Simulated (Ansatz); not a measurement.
# Calculated electric field gradients for H5ClO2

The cell is a Materials Project structure (computed, not necessarily an observed phase), atoms as given.

Space group P2_1/c (No. 14); a = 3.9245, b = 11.9843, c = 6.7129 Å, β = 100.91°.

```
site  Wyckoff  site symmetry       x       y       z
  H1       4e              1  0.2261  0.6023  0.9066
  H5       4e              1  0.2179  0.4810  0.8073
  H9       4e              1  0.7093  0.6936  0.5692
 H13       4e              1  0.4336  0.9027  0.1534
 H17       4e              1  0.3802  0.8518  0.9054
  Cl       4e              1  0.0250  0.8269  0.6528
 O25       4e              1  0.3107  0.5570  0.8043
 O29       4e              1  0.5580  0.6276  0.5271
```

One atom of each set is listed.

All values are calculated (Ansatz; DFT, r2SCAN, plane waves and PAW, scalar-relativistic, 500 eV cutoff, Γ-centred 6×2×4 k-points, Fermi–Dirac smearing 0.02 eV), not measured.

V_zz is the principal component of the electric field gradient with the largest magnitude, η = (V_xx − V_yy)/V_zz and C_Q = eQV_zz/h.

²H: I = 1, Q = 2.858 mb; 35Cl: I = 3/2, Q = -81.12 mb; ¹⁷O: I = 5/2, Q = -25.58 mb. Quadrupole moments are those of Pyykkö's year-2017 table.

```csv
site,atoms,first shell,V_zz (10²¹ V/m²),η,C_Q (MHz)
H1,4,1 O at 0.98 Å; also 1 Cl at 2.14 Å,3.45,0.15,0.238
H5,4,1 O at 0.98 Å; also 1 Cl at 2.12 Å,3.42,0.15,0.237
H9,4,1 O at 1.00 Å; also 1 Cl at 2.04 Å,2.91,0.14,0.201
H13,4,"2 O at 1.12–1.30 Å, angle 175°",0.66,0.41,0.046
H17,4,1 O at 1.00 Å; also 1 Cl at 2.00 Å,2.82,0.14,0.195
Cl,4,4 H at 2.00–2.14 Å; also 4 O at 3.00–3.11 Å,2.85,0.68,-5.58
O25,4,3 H at 0.98–1.30 Å,-16.00,0.51,9.89
O29,4,3 H at 1.00–1.12 Å,-13.31,0.41,8.24
```

At H1, H5, H9 and H17 V_zz points along its bond to O (within 2°) in each case. At O25 and O29 V_zz stands upright on the plane through its three neighbours (within 9°) in each case. At H13 V_zz points along the shorter of its two bonds, to O (within 2°).

The lattice is static: at room temperature water may turn and average the couplings of its hydrogen.
